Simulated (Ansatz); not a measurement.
Input and command of a plane-wave DFT calculation in Ansatz:

```yaml
crystal:
  lattice:
    - [2.9315968056, 0.0, 0.0]
    - [0.0, 2.9315968056, 0.0]
    - [0.0, 0.0, 4.9509752178]
  atoms:
    - { symbol: Al, position: [0.5, 0.5, 0.5] }
    - { symbol: Ga, position: [0.0, 0.0, 0.0] }
    - { symbol: "N", position: [0.5, 0.0, 0.7400513254] }
    - { symbol: "N", position: [0.0, 0.5, 0.2599486746] }
basis:
  ecutwfc: 420
kpoints:
  mp_grid: { grid: [8, 8, 6] }
hamiltonian:
  xc: lda
scf:
  occupations: { method: gaussian, width: 0.05 }
output:
  forces: true
  stress: true
  eigenvalues: true
```

```bash
ansatz run input.yaml --threads 1 --pin off --max-ram 2560MiB --backend cpu --events-out ev --progress --plain --runs-dir out
```

Processor: Intel(R) Xeon(R) Platinum 8488C (Sapphire Rapids), 1 thread, on a host shared with other jobs.

Q: Estimate time, memory and problem size.

A: About 3.2 s on 1 thread of Intel(R) Xeon(R) Platinum 8488C (Sapphire Rapids) (shared host), peak memory 0.37 GiB. It solves 17 bands at 60 k points (the mesh reduced by the symmetry that the task leaves, which can be less than the crystal's) with about 821 plane waves, in 6 SCF iterations.
